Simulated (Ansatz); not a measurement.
LaAlO3: pressure series

Consider LaAlO₃ (space group R-3c, No. 167; a = 5.412 Å, c = 13.193 Å (hexagonal axes)).

Cell and atoms are relaxed at each pressure.

Level of theory: Kohn–Sham DFT with the PBE functional, run in Ansatz (a first-principles code) with PAW and 420 eV plane waves, without spin-orbit coupling, earlier PAW set.

```csv
variant,lattice parameter a,band gap
base,5.412 Å,4.02 eV
pressure −2 GPa,5.433 Å,4.03 eV
pressure −1 GPa,5.423 Å,4.03 eV
pressure 1.8 GPa,5.395 Å,4.01 eV
pressure 4.2 GPa,5.372 Å,4.00 eV
pressure 9 GPa,5.329 Å,3.97 eV
pressure 18 GPa,5.260 Å,3.90 eV
pressure 30 GPa,5.181 Å,3.77 eV
pressure 45 GPa,–,3.71 eV
pressure 60 GPa,–,3.71 eV
```

Load acts through the strain it causes; cell and atoms are relaxed under it. Stability against distortions was not tested. Competing high-pressure phases were not computed. Along this pressure series the structure jumps between pressure 30 GPa and pressure 45 GPa; cells beyond that are another form of it.
